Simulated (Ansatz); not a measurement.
A run of Ansatz 0.2.0 is set up as follows.

The input input.yaml:

```yaml
crystal:
  lattice:
    - [0.0, 2.1657188437, 2.1657188437]
    - [2.1657188437, 0.0, 2.1657188437]
    - [2.1657188437, 2.1657188437, 0.0]
  atoms:
    - { symbol: Ti, position: [0.0, 0.0, 0.0] }
    - { symbol: C, position: [0.5, 0.5, 0.5] }
kpoints:
  mp_grid: { grid: [11, 11, 11] }
scf:
  occupations: { method: fermi_dirac, width: 0.05 }
hamiltonian:
  xc: pbesol
  pseudopotentials: { kind: all_electron, lapw: { basis_error: 0.001 } }
output:
  forces: true
  stress: true
relax:
  f_tol: 0.01
  max_steps: 60
  cell: { p_target: 10 }
```

Potentials or basis: all-electron LAPW, scalar-relativistic.

Launch:

```console
$ ansatz run input.yaml --threads 1 --pin off --max-ram 3072MiB --backend cpu --events-out ev --progress --plain --runs-dir out
```

What does it give for the relaxed volume?

9.55 Å³/atom.

Predict the relaxed cell.

a = 3.001 Å, b = 3.001 Å, c = 3.001 Å, α = 60.00°, β = 60.00°, γ = 60.00°.

Estimate the space group after relaxing (to 0.05 Å).

Fm-3m (No. 225).

Final structure:
```
Ti C
1.0
     0.00000    2.12187    2.12187
     2.12187    0.00000    2.12187
     2.12187    2.12187    0.00000
Ti C
1 1
Direct
  0.00000 0.00000 0.00000
  0.50000 0.50000 0.50000
```
